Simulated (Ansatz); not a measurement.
# (001) slab of rocksalt AgCl, 13.6 Å thick as cut, bare faces

Ansatz, PAW, plane waves, no spin–orbit coupling unless named; atoms relaxed with PBEsol, the curve by HSE06. The curve holds the local part of the PAW potentials, so its shape inside matter depends on the files.

```
Cl Ag
1.0
     2.72387    2.72387    0.00000
    -2.72387    2.72387    0.00000
     0.00000    0.00000   26.61937
Cl Ag
6 6
Cartesian
  0.0019 2.7149 6.4278
  -0.0013 2.7205 11.9292
  0.0103 2.7307 17.3596
  -0.0004 5.4441 9.2786
  0.0077 0.0093 14.7088
  -2.6872 2.7066 20.2101
  0.0022 5.4379 6.6145
  -0.0020 5.4434 12.0006
  -2.7141 2.7314 17.4748
  -0.0005 2.7202 9.1637
  0.0082 2.7343 14.6372
  0.0414 2.7025 20.0230
```

Planar mean of the electrostatic potential energy along the normal, from the vacuum level:

```
z (Å)  v (eV)
 0.00    0.00
 0.30    0.00
 0.74    0.00
 1.04    0.00
 1.33    0.00
 1.63    0.00
 2.07    0.00
 2.37    0.00
 2.66    0.00
 3.11    0.00
 3.40    0.00
 3.70   -0.01
 4.14   -0.03
 4.44   -0.07
 4.73   -0.18
 5.03   -0.48
 5.47   -2.03
 5.77   -5.74
 6.06  -11.37
 6.51  -15.60
 6.80  -13.68
 7.10   -8.88
 7.39   -4.44
 7.84   -1.93
 8.13   -2.51
 8.43   -5.39
 8.87  -12.96
 9.17  -15.62
 9.46  -14.45
 9.91   -7.03
10.20   -2.75
10.50   -1.47
10.80   -1.72
11.24   -6.21
11.54  -11.79
11.83  -15.29
12.27  -13.49
12.57   -8.43
12.87   -3.81
13.31   -1.70
13.61   -2.42
13.90   -5.52
14.20  -10.84
14.64  -15.64
14.94  -14.17
15.23   -9.42
15.68   -2.57
15.97   -1.44
16.27   -1.80
16.56   -4.18
17.01  -12.21
17.30  -15.45
17.60  -14.90
18.04   -8.13
18.34   -3.81
18.63   -2.05
19.08   -2.89
19.37   -6.12
19.67  -11.18
19.96  -14.97
20.41  -13.86
20.70   -8.96
21.00   -3.65
21.44   -0.82
21.74   -0.31
22.03   -0.12
22.33   -0.05
22.77   -0.01
23.07    0.00
23.37    0.00
23.81    0.00
24.11    0.00
24.40    0.00
24.84    0.00
25.14    0.00
25.44    0.00
25.73    0.00
26.18    0.00
26.47    0.00
```

**Question.** How far below the vacuum level do the top filled and the lowest empty level lie, by each functional?

**Answer.** PBEsol: 5.38 and 4.53 eV (gap 0.85 eV, a 6×6×1 mesh); HSE06: 6.21 and 3.72 eV (gap 2.49 eV, a 4×4×1 mesh); r²SCAN: 5.55 and 3.99 eV (gap 1.56 eV, a 4×4×1 mesh). Either level can be a surface state and not a band edge of the crystal.
